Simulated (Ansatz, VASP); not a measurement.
## One calculation of Ca, two programs

```
Ca
1.0
     5.52453    0.00000    0.00000
     0.00000    5.52453    0.00000
     0.00000    0.00000    5.52453
Ca
4
Cartesian
  0.0000 0.0000 0.0000
  2.7623 5.5245 2.7623
  2.7623 2.7623 5.5245
  5.5245 2.7623 2.7623
```

Alike in both runs: functional PBE; k mesh 8 × 8 × 8; occupations gaussian, width 0.1 eV; no spin polarisation.

Ansatz relaxed the structure, and its values are those at the end. VASP's run is a single point on that final structure, the one shown.

|  | VASP | Ansatz |
| --- | --- | --- |
| version | VASP 6.6.1 | Ansatz 0.2.0 |
| potentials or method | VASP PAW PBE potentials, release 64 (Ca_sv) | scalar-relativistic, plane waves, PAW |
| plane-wave cutoff (eV) | 520 | 420 |
| valence electrons in the cell | 40 | 40 |

```tsv
	VASP	Ansatz	Ansatz less VASP
gap on the k mesh at the Fermi level (eV)	none	none	-
pressure (GPa)	0.0	0.0	0.00
```

A gap of «none» marks a metal or a gap that the smearing closes. Ansatz warned: «structure_snapped_to_symmetry».
